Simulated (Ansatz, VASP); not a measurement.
## NaCl in VASP and in Ansatz

INCAR

```
SYSTEM = NaCl
PREC = Accurate
ENCUT = 520
EDIFF = 1E-7
ISMEAR = 0
SIGMA = 0.05
LREAL = .FALSE.
LASPH = .TRUE.
NELM = 80
ALGO = Normal
ISIF = 2
LWAVE = .FALSE.
LCHARG = .FALSE.
NBANDS = 14
```

KPOINTS

```
Automatic mesh
0
G
  6 6 6
  0 0 0
```

POSCAR

```
NaCl
1.0
    3.5021900000      0.0000000000      0.0000000000
    0.0000000000      3.5021900000      0.0000000000
    0.0000000000      0.0000000000      3.5021900000
Na Cl
1 1
Direct
    0.0000000000      0.0000000000      0.0000000000
    0.5000000000      0.5000000000      0.5000000000
```

Input for Ansatz:

```yaml
crystal:
  lattice:
    - [3.50219, 0.0, 0.0]
    - [0.0, 3.50219, 0.0]
    - [0.0, 0.0, 3.50219]
  atoms:
    - { symbol: Na, position: [0.0, 0.0, 0.0] }
    - { symbol: Cl, position: [0.5, 0.5, 0.5] }
basis:
  ecutwfc: 420
kpoints:
  mp_grid: { grid: [6, 6, 6] }
hamiltonian:
  xc: lda
scf:
  occupations: { method: gaussian, width: 0.05 }
output:
  forces: true
  stress: true
  eigenvalues: true
```

Measurements of this composition are mostly on another form, of space group No. 225.

Alike in both runs: task single point; functional LDA; k mesh 6 × 6 × 6; occupations gaussian, width 0.05 eV; no spin polarisation.

|  | VASP | Ansatz |
| --- | --- | --- |
| version | VASP 6.6.1 | Ansatz 0.2.0 |
| potentials or method | VASP PAW LDA potentials, release 64 (Na_pv, Cl) | scalar-relativistic, plane waves, PAW |
| plane-wave cutoff (eV) | 520 | 420 |
| valence electrons in the cell | 14 | 16 |

```tsv
	VASP	Ansatz	Ansatz less VASP
gap on the k mesh at the Fermi level (eV)	3.61	3.60	-0.006
least direct gap on the mesh (eV)	4.12	4.11	-0.007
pressure (GPa)	-3.1	-3.1	+0.04
```

The two sets of potentials don't hold the same shells in valence.

A k mesh can miss the band edges. Expect the measured gap to be larger: semilocal functionals such as LDA lack the derivative discontinuity.
